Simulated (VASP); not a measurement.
Input of a VASP 6.6.1 run:

The input INCAR:

```
ALGO = Normal ; EDIFF = 1E-6
EDIFFG = -0.01 ; ENCUT = 600
GGA = PE ; IBRION = 2
ISIF = 3 ; ISMEAR = -1
IVDW = 202 ; LASPH = True
LCHARG = False ; LREAL = False
LWAVE = False ; NELM = 80
NSW = 40 ; PREC = Accurate
SIGMA = 0.05
```

Contents of KPOINTS:

```
k-points
0
Gamma
  9 9 9
```

The input POSCAR:

```
Te
1.0
    2.3059043427      1.3313144930      1.6909537039
   -2.3059043427      1.3313144930      1.6909537039
    0.0000000000     -2.6626289860      1.6909537039
Te
1
Direct
    0.5000000000      0.5000000000      0.5000000000
```

Potentials or basis: VASP PAW PBE potentials, release 64 (Te).

Run with:

```sh
$ cat potpaw_PBE.64/Te/POTCAR > POTCAR
$ mpirun -np 1 vasp_std > vasp.out
```

Task: Predict the dispersion energy per atom.

Result: -0.243 eV.

Task: What does it give for the band gap on the k mesh?

Result: None (metal or under the smearing width).

Task: Predict the relaxed cell.

Result: a = 3.180 Å, b = 3.180 Å, c = 3.180 Å, α = 91.97°, β = 91.97°, γ = 91.97°.

Final structure:
```xyz
1
Lattice="2.2870 1.3204 1.7716 -2.2870 1.3204 1.7716 0.0000 -2.6408 1.7716" Properties=species:S:1:pos:R:3 pbc="T T T"
Te    0.0000    0.0000    2.6575
```

 The run has no spin-orbit coupling, so splittings on Te are missing.
